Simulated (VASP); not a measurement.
# Cr: equation of state with PBE+D3(BJ)

Cr:

```
Cr
1.0
    -1.41068    1.41068    1.41068
     1.41068   -1.41068    1.41068
     1.41068    1.41068   -1.41068
Cr
1
Cartesian
  0.0000 0.0000 0.0000
```

| Item | Value |
| --- | --- |
| Program | VASP 6.6.1 |
| Task | equation of state |
| Functional | PBE |
| Dispersion | D3(BJ) |
| Potentials or basis | VASP PAW PBE potentials, release 64 (Cr_pv) |
| Cutoff | 520 eV |
| k mesh | 10 × 10 × 10 |
| Occupations | fermi-dirac, width 0.05 eV |
| Spin | collinear spin, ferromagnetic start |
| Starting moments | [3.0] μB |

* Equilibrium volume: 11.24 Å³/atom
* Bulk modulus: 274 GPa
* Pressure derivative of the bulk modulus: 4.3 (rough: it moves with the points fitted)

Energy against volume, from the lowest point:
| volume (Å³/atom) | energy (meV/atom) |
| --- | --- |
| 10.780 | 17.07 |
| 11.004 | 4.24 |
| 11.229 | 0.00 |
| 11.454 | 3.46 |
| 11.678 | 13.87 |

All runs of the series together: 46 s on 1 thread of Intel(R) Xeon(R) Platinum 8488C (Sapphire Rapids), on a shared host.
